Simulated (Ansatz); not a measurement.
# HfB: LAPW beside PAW, part 2 of 2

Aim: solve HfB at one geometry with full-potential LAPW, PAW on the default files and datasets made for this crystal, and see where they agree.

Ansatz 0.2.0; DFT LDA; a database cell (COD). «Crystal datasets» are all-electron PAW datasets made for this crystal.

## (3) PAW on the default files

Contents of input.yaml:

```yaml
crystal:
  lattice:
    - [0.0, 2.31, 2.31]
    - [2.31, 0.0, 2.31]
    - [2.31, 2.31, 0.0]
  atoms:
    - { symbol: Hf, position: [0.5, 0.5, 0.5] }
    - { symbol: B, position: [0.0, 0.0, 0.0] }
kpoints:
  mp_grid: { grid: [15, 15, 15] }
  band_path:
    path:
      - [0.0, 0.0, 0.0]
      - [0.5, 0.0, 0.5]
      - [0.625, 0.25, 0.625]
      - [0.375, 0.375, 0.75]
      - [0.0, 0.0, 0.0]
      - [0.5, 0.5, 0.5]
      - [0.5, 0.25, 0.75]
      - [0.5, 0.0, 0.5]
    npoints: 14
scf:
  occupations: { method: fermi_dirac, width: 0.05 }
hamiltonian:
  xc: lda
  pseudopotentials: { kind: paw }
output:
  forces: true
  stress: true
  eigenvalues: true
  efg: { contact_densities: true }
  populations: true
  bader: true
  dos: { projected: true, de: 0.2, e_range: [-14, 8] }
  write_density: true
  write_potential: true
  elf: true
  volumetric_format: npy
```

On the command line:

```sh
$ ansatz run input.yaml --threads 1 --pin off --max-ram 3072MiB --backend cpu --events-out ev --progress --plain --runs-dir out
```

The program printed:

```text
Hf: output.efg is read without spin–orbit coupling, which moves field gradients at and beside such atoms by some per cent and up to a factor of two; PAW files take it under magnetization.noncollinear and magnetization.spin_orbit
Engine: ansatz 0.2.0
Pseudopotentials: kind: paw
Pseudopotential: Hf, paw, valence charge 26, recommended cutoff 420 eV (normal)
Pseudopotential: B, paw, valence charge 3, recommended cutoff 420 eV (normal)
Functional definition: SPW92
  exchange = slater_x
  correlation = pw_c
Crystal: 2 atoms, lattice volume = 24.653 Å³
Basis set: ecut = 420 eV, 531 PW (Γ)
Bands: 19, of which v1, the nominal top of the filled ones, is band 15 counted from 1 (14 counted from 0)
Symmetry: 48 space group operations
Space group: Fm-3m (ITA 225), of the structure as read, at distance tolerance 2.9e-5 Å
k-points: 120 of 3375
Non-local potential: Hf, projectors of the file, l = 0: 3, l = 1: 2, l = 2: 2, l = 3: 3
Non-local potential: B, projectors of the file, l = 0: 2, l = 1: 2, l = 2: 1
PAW form: soft (Blöchl's): semilocal exchange-correlation on the pseudo side does not see the compensation charge
PAW frozen core: Hf, regenerated for the run's functional, and the local potential with it (the file was generated under x = pbe(κ = 0.804, μ = 0.2195149727645171), c = pbe(β = 0.06672455060314922))
PAW frozen core: B, regenerated for the run's functional, and the local potential with it (the file was generated under x = pbe(κ = 0.804, μ = 0.2195149727645171), c = pbe(β = 0.06672455060314922))
PAW one-centre angular grid: Hf, 590 points (default); XC on 64 Gauss nodes
PAW one-centre angular grid: B, 110 points (default); XC on 64 Gauss nodes
Initial density: superposition of atomic densities (neutral atoms: chi_scale 0, normalization atom), corrected by the library's trained network
Initial wavefunctions: pseudopotential atomic-orbital guess
Functional: x = slater, c = lda
SCF iter   1: F=—  HF=-15627.375467 eV  |F-HF|=—  |Δ(HF+E_count)|=         —  Δρ=5.89e-3  dr2=8.69e-3  ethr=1.77e-3  ⟨swp⟩=5.3  Hψ=9686  notcnv=0
preconditioner: auto → Kerker (q_TF=auto, 2.803 Å⁻¹)  [metal: Δε(μ)=0.051 eV  Ē_g=18.112 eV  σ=0.050 eV  W_gap=0.25  n_scr=14 (ndim 8)  ℏωp=38.9 eV  f_vac=0.000  D(μ)=1.00/eV (n_scr^D=8)]
SCF iter   2: F=—  HF=-15627.373381 eV  |F-HF|=—  |Δ(HF+E_count)|=   2.09e-3  Δρ=3.36e-3  dr2=2.33e-3  ethr=3.00e-5  ⟨swp⟩=2.3  Hψ=4475  notcnv=0  defer=6
SCF iter   3: F=—  HF=-15627.373047 eV  |F-HF|=—  |Δ(HF+E_count)|=   3.34e-4  Δρ=1.26e-3  dr2=3.52e-4  ethr=8.05e-6  ⟨swp⟩=2.0  Hψ=3458  notcnv=0  defer=10
SCF iter   4: F=—  HF=-15627.372815 eV  |F-HF|=—  |Δ(HF+E_count)|=   2.32e-4  Δρ=3.52e-4  dr2=1.38e-5  ethr=1.21e-6  ⟨swp⟩=2.1  Hψ=3576  notcnv=0  defer=11
SCF iter   5: F=—  HF=-15627.372816 eV  |F-HF|=—  |Δ(HF+E_count)|=   6.24e-7  Δρ=8.59e-5  dr2=1.11e-6  ethr=4.75e-8  ⟨swp⟩=2.1  Hψ=4050  notcnv=0  defer=11
SCF iter   6: F=-15627.372815 eV  HF=-15627.372815 eV  |F-HF|=2.78e-8  |Δ(HF+E_count)|=   8.47e-7  Δρ=9.67e-6  dr2=1.68e-8  ethr=3.45e-10  ⟨swp⟩=8.0  Hψ=17199  notcnv=0
SCF 1 converged in 6 iterations: F = -15627.372815 eV  dr2 = 1.68e-8
NSCF: frozen V_eff on 99 k-points
SCF converged after 6 iterations
Free energy (F): -15627.372815 eV
Harris-Foulkes:  -15627.372815 eV  (|F-HF|=2.78e-8)
Internal energy: -15627.364820 eV  (E = F + TS)
E sigma→0 (E₀):  -15627.368818 eV
Entropy (-TS):   -0.007995 eV (-3.997 meV/atom)
Fermi energy:    19.359558 eV
--- Per-component energies (eV) ---
  E_band       = 111.143747
  E_kinetic    = 479.323483
  E_local      = -5029.696176  (includes V_loc(G=0)·N_el)
  E_nonlocal   = -1217.708420
  E_hartree    = 2390.607860
  E_xc         = -332.394943
  E_vxc        = -308.338405  (∫ρ·V_xc dr)
  E_paw        = -6760.705133  (= ΣΔE_a)
  E_vpaw       = 1406.343516  (= ΣTr[D̂ρ^β])
  E_aug_tail   = -0.000006  (compensation charges beyond the density's cutoff)
  E_ewald      = -5159.294563
  E_core_change = 2.503077  (= ΣΔE_core)
  E_smearing   = -0.007995  (= −TS)
  E_closure    = -0.000000  (closes the sum)
  Σ components = -15627.372815   (vs F -15627.372815, Δ=0.00e0)
--- Forces (eV/Å), atoms counted from 1 ---
  atom   1  Hf     0.00000000    -0.00000000     0.00000000
  atom   2  B     -0.00000000    -0.00000000    -0.00000000
  max |Σ_I F_I| component: 5.63e-29 eV/Å
--- Stress (GPa, compression-positive) ---
       18.217725       0.000000      -0.000000
       -0.000000      18.217725      -0.000000
        0.000000      -0.000000      18.217725
  P = ⅓ Tr σ = 18.2177 GPa (182.177 kbar)
--- PAW observables at the nuclei: V_zz in 10²¹ V/m², potentials from the cell's mean, atoms counted from 1 ---
  atom   1  Hf V_zz =    +0.000000   η = 0.0000   by run symmetry: forbidden
            electrostatic potential = -14185.605561 V   contact ρ = 7500209.446774 e/Å³
  atom   2  B  V_zz =    -0.000000   η = 0.0000   by run symmetry: forbidden
            electrostatic potential = -338.042401 V   contact ρ = 478.111353 e/Å³
--- Band table (eV; the first three rows and the last of 120) ---
  k-point 0: bands = ["-40.5480", "-9.0508", "-9.0508", "-9.0508", "9.4137", "9.4159", "9.4159", "9.4159", "9.5061", "9.5061", "9.5061", "9.8828", "21.4298", "21.4298", "21.4298", "23.3846", "23.3846", "23.3846", "23.4604"]
  k-point 1: bands = ["-40.5460", "-9.0844", "-9.0542", "-9.0542", "9.4139", "9.4159", "9.4186", "9.4186", "9.5033", "9.5033", "9.5062", "10.0132", "21.0032", "21.3636", "21.3636", "22.3883", "22.3883", "23.6154", "24.7780"]
  k-point 2: bands = ["-40.5405", "-9.1782", "-9.0638", "-9.0638", "9.4101", "9.4218", "9.4262", "9.4262", "9.4957", "9.4957", "9.5065", "10.3906", "20.1176", "20.7273", "20.7273", "22.2739", "22.2739", "23.9795", "26.2795"]
  k-point 119: bands = ["-40.4874", "-9.5329", "-9.5021", "-9.3049", "9.4406", "9.4489", "9.4511", "9.4574", "9.4722", "9.4756", "9.4793", "13.8440", "17.6354", "18.0715", "18.4256", "24.4089", "25.0636", "27.0986", "27.4601"]
--- Löwdin populations: 2 sites ---
  site symbol       q [e]
     0     Hf     25.4590
     1      B      3.5191
  spilling = 0.000757 (of n_electrons = 29.000000)
--- Bader charges: 2 sites ---
  site symbol  charge [e]  shift [e]
     0     Hf      1.3992     0.0021
     1      B     -1.3992     0.0021
  estimated error of the sums over rays = 8.1e-4 e
```

Run time: 15 s. Hardware: 1 thread of Intel Xeon Platinum 8488C (Sapphire Rapids), shared host; peak memory 0.47 GiB.

Read from it: pressure 18.22 GPa; no gap.

```csv
atom,Bader charge (e),basin volume (Å³)
Hf1,+1.40,12.46
B2,-1.40,12.19
```

The fields are shown in the conventional cell of this run's space group, carried over from its grid by interpolation.

Density in a lattice plane of the grid's cell (edges 4.62 and 4.62 Å, at 0.000 of the third edge), which holds Hf and B.

Values in e/Å³, 12 rows by 12 columns:
```
 0.70  0.72  0.49  0.40  1.66  9.90 18.75  9.88  1.66  0.40  0.49  0.72
 0.58  0.49  0.33  0.25  0.44  1.66  2.98  1.66  0.44  0.25  0.33  0.49
 0.51  0.40  0.25  0.21  0.25  0.40  0.51  0.40  0.25  0.21  0.25  0.40
 2.98  1.66  0.44  0.25  0.33  0.49  0.58  0.49  0.33  0.25  0.44  1.66
18.75  9.90  1.66  0.40  0.49  0.72  0.70  0.72  0.49  0.40  1.66  9.88
32.81 18.75  2.98  0.51  0.58  0.70  0.26  0.70  0.58  0.51  2.98 18.75
18.75  9.88  1.66  0.40  0.49  0.72  0.70  0.72  0.49  0.40  1.66  9.90
 2.98  1.66  0.44  0.25  0.33  0.49  0.58  0.49  0.33  0.25  0.44  1.66
 0.51  0.40  0.25  0.21  0.25  0.40  0.51  0.40  0.25  0.21  0.25  0.40
 0.58  0.49  0.33  0.25  0.44  1.66  2.98  1.66  0.44  0.25  0.33  0.49
 0.70  0.72  0.49  0.40  1.66  9.88 18.75  9.90  1.66  0.40  0.49  0.72
 0.26  0.70  0.58  0.51  2.98 18.75 32.81 18.75  2.98  0.51  0.58  0.70
```
Columns run along the first of these edges and rows up along the second, over one cell in 12 and 12 even steps from the bottom left corner. Atoms in the plane (fractional): Hf at (0.00, 0.50), Hf at (0.50, 0.00), B at (0.00, 0.00), B at (0.50, 0.50).

ELF in the same plane.

Values, 12 rows by 12 columns:
```
0.23 0.55 0.71 0.24 0.46 0.82 0.85 0.82 0.46 0.24 0.71 0.54
0.70 0.71 0.63 0.24 0.14 0.46 0.63 0.46 0.15 0.24 0.63 0.71
0.27 0.24 0.24 0.27 0.24 0.24 0.27 0.24 0.24 0.26 0.24 0.24
0.63 0.46 0.14 0.24 0.63 0.71 0.70 0.71 0.63 0.24 0.15 0.46
0.85 0.82 0.46 0.24 0.71 0.55 0.23 0.54 0.71 0.24 0.46 0.82
0.76 0.85 0.63 0.27 0.70 0.23 0.02 0.23 0.70 0.27 0.63 0.85
0.85 0.82 0.46 0.24 0.71 0.54 0.23 0.55 0.71 0.24 0.46 0.82
0.63 0.46 0.15 0.24 0.63 0.71 0.70 0.71 0.63 0.24 0.14 0.46
0.27 0.24 0.24 0.26 0.24 0.24 0.27 0.24 0.24 0.27 0.24 0.24
0.70 0.71 0.63 0.24 0.15 0.46 0.63 0.46 0.14 0.24 0.63 0.71
0.23 0.54 0.71 0.24 0.46 0.82 0.85 0.82 0.46 0.24 0.71 0.55
0.02 0.23 0.70 0.27 0.63 0.85 0.76 0.85 0.63 0.27 0.70 0.23
```
Columns run along the first of these edges and rows up along the second, over one cell in 12 and 12 even steps from the bottom left corner. Atoms in the plane (fractional): Hf at (0.00, 0.50), Hf at (0.50, 0.00), B at (0.00, 0.00), B at (0.50, 0.50).

Both are smooth fields of the valence electrons: close to the nuclei they are not physical.

Maxima of ELF outside the ion cores: 0.75 in the shell around B, 0.8 Å from B.

## (4) Datasets made for this crystal

input.yaml: that of step 3 with these lines changed.

```diff
@@ -20,3 +20,3 @@
       - [0.5, 0.0, 0.5]
-    npoints: 14
+    npoints: 8
 scf:
@@ -25,3 +25,3 @@
   xc: lda
-  pseudopotentials: { kind: paw }
+  pseudopotentials: { kind: all_electron, datasets: crystal }
 output:
@@ -31,8 +31 @@
   efg: { contact_densities: true }
-  populations: true
-  bader: true
-  dos: { projected: true, de: 0.2, e_range: [-14, 8] }
-  write_density: true
-  write_potential: true
-  elf: true
-  volumetric_format: npy
```

On the command line:

```sh
$ ansatz run input.yaml --threads 1 --pin off --max-ram 3072MiB --backend cpu --events-out ev --progress --plain --runs-dir out
```

The program printed (excerpt; [...] marks lines left out):

```text
[...]
Hf: output.efg is read without spin–orbit coupling, which moves field gradients at and beside such atoms by some per cent and up to a factor of two; PAW files take it under magnetization.noncollinear and magnetization.spin_orbit
[...]
Pseudopotentials: kind: all_electron
Pseudopotential: Hf, paw, valence charge 26, recommended cutoff 400 eV (normal), Koelling and Harmon's equation, gaussian nucleus
Pseudopotential: B, paw, valence charge 3, recommended cutoff 400 eV (normal), Koelling and Harmon's equation, gaussian nucleus
Functional definition: SPW92
[...]
Crystal: 2 atoms, lattice volume = 24.653 Å³
Basis set: ecut = 400 eV, 459 PW (Γ)
Bands: 19, of which v1, the nominal top of the filled ones, is band 15 counted from 1 (14 counted from 0)
Symmetry: 48 space group operations
Space group: Fm-3m (ITA 225), of the structure as read, at distance tolerance 2.9e-5 Å
[...]
  atom   1  Hf     0.00000000    -0.00000000    -0.00000000
  atom   2  B     -0.00000000     0.00000000    -0.00000000
[...]
--- Stress (GPa, compression-positive) ---
       18.263229       0.000000       0.000000
        0.000000      18.263229       0.000000
        0.000000      -0.000000      18.263229
  P = ⅓ Tr σ = 18.2632 GPa (182.632 kbar)
--- PAW observables at the nuclei: V_zz in 10²¹ V/m², potentials from the cell's mean, atoms counted from 1 ---
  atom   1  Hf V_zz =    +0.000000   η = 0.0000   by run symmetry: forbidden
            electrostatic potential = -14179.737675 V   contact ρ = 7496557.390547 e/Å³
  atom   2  B  V_zz =    -0.000000   η = 0.0000   by run symmetry: forbidden
            electrostatic potential = -335.995086 V   contact ρ = 478.143797 e/Å³
--- Band table (eV; the first three rows and the last of 120) ---
  k-point 0: bands = ["-40.1549", "-8.6593", "-8.6593", "-8.6593", "9.8174", "9.8188", "9.8188", "9.8188", "9.9096", "9.9096", "9.9096", "10.2716", "21.8164", "21.8164", "21.8164", "23.7769", "23.7769"]
[...]
```

Run time: 18 s. Hardware: 1 thread of Intel Xeon Platinum 8488C (Sapphire Rapids), shared host; peak memory 0.57 GiB.

This run gives: pressure 18.26 GPa; no gap.

```csv
atom,contact density (e/Å³)
Hf1,7496557
B2,478.1438
```

## (5) The methods compared

| method | pressure (GPa) | SCF cycles, all passes |
| --- | --- | --- |
| LAPW | 18.26 | 9 |
| PAW | 18.22 | 6 |
| crystal datasets | 18.26 | 9 |

## (6) Results

What follows sums up all 2 parts.

| quantity | value |
| --- | --- |
| pressure | LAPW 18.26, PAW 18.22, crystal datasets 18.26 GPa |
| gap (LAPW) | none |
| Bader charges (PAW) | Hf1 +1.40, B2 -1.40 e |
| highest ELF (PAW) | 0.75, 0.79 Å from B |

**Reading.** At this geometry the cell is under compression of 18.3 GPa, so it would expand if let go. With 47 electrons in the bands of a cell, and no spin, a band must be partly filled: it is a metal at this level. Within 0.3 eV of the Fermi level the largest projected share is Hf 5d (53 %). The projection holds only the free atom's occupied shells (Hf 6s, Hf 5d, Hf 4f, B 2s, B 2p in this range). In pressure, PAW differs from LAPW by -0.05 GPa. The price, with the outputs that each input asks for: 30 s for LAPW against 15 s for PAW, about 2 to one. Spin-orbit coupling is left out, though the cell holds Hf; in elements this heavy it can shift bands and gaps by tenths of an eV.
